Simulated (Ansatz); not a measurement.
# FePt: moving Pt off its site

FePt, P4/mmm, a = 2.722 Å, c = 3.700 Å (as given, not relaxed at this level: 5.0 GPa). The structure is a COD entry; whether it is the stable form wasn't checked. Ansatz: PBE, PAW, 420 eV, Γ-centred 18×18×14 mesh on 2 atoms, Gaussian smearing 0.15 eV; collinear spin, largest moment 2.9 μB.

```xyz
2
Lattice="2.7217 0.0000 0.0000 0.0000 2.7217 0.0000 0.0000 0.0000 3.7000" Properties=species:S:1:pos:R:3 pbc="T T T"
Fe    1.3608    1.3608    1.8500
Pt    0.0000    0.0000    0.0000
```

Atom 2 (Pt) moves by x along the unit vector (0.000, 0.000, 1.000), with its periodic images; all else is held. y is the free energy of the cell over the start, F the force along the path summed over the moved atoms. Symmetry makes y even in x.

| x (Å) | y (meV) | F (eV/Å) |
| --- | --- | --- |
| -0.5000 | 1257.2 | 5.22 |
| -0.2500 | 301.2 | 2.47 |
| 0.0000 | 0.0 | 0.00 |
| 0.0625 | ? | ? |
| 0.1250 | 73.5 | -1.19 |
| 0.1875 | 167.3 | -1.82 |
| 0.3125 | 476.9 | -3.15 |
| 0.3750 | 694.7 | -3.82 |
| 0.4375 | 954.2 | -4.49 |

Task: Fit y = c2 x² + c4 x⁴ to the energies of the other rows, give the force constant, and predict energy and force of the missing row.

Result: Least squares on the rows shown. y = 4788.6 x² + 982.37 x⁴. The force constant is 2 c2 = 9.58 eV/Å², for the cell as given, at 5.0 GPa (for all images moving together, not for a lone atom). The force −dy/dx at the missing row is -0.60 eV/Å (computed -0.59). At x = 0.0625 the fit asked for gives 18.7 meV. The run gave 18.2 meV, so the fit is 0.5 meV too high, within the rms miss on the fitted rows (1.7 meV).

Only parallel moments were tried here. Spin–orbit coupling is left out, which can shift energies with elements as heavy as these.